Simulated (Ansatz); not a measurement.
**Yb (simple cubic): energy against volume**

Method: Ansatz 0.2.0, DFT, revPBE, plane waves (420 eV) with PAW, scalar-relativistic. (PAW data from PBE, frozen cores regenerated.)

The cell is scaled uniformly from the relaxed one, with fractional coordinates and shape fixed. Energies are extrapolated to zero smearing, pressures are those at the given smearing. Magnetic state: spin not included.

A Birch-Murnaghan fit gives V₀ = 41.94 Å³/atom, B₀ = 10.5 GPa, B₀′ = 2.6.

Problem. What are the energy above the minimum and the pressure at 37.192 Å³/atom?

Solution. 20.2 meV/atom and 1.59 GPa as computed.

Problem. What are the energy above the minimum and the pressure at 40.573 Å³/atom?

Solution. 1.5 meV/atom and 0.42 GPa as computed.

Problem. What are the energy above the minimum and the pressure at 45.645 Å³/atom?

Solution. 9.7 meV/atom and -0.71 GPa as computed.
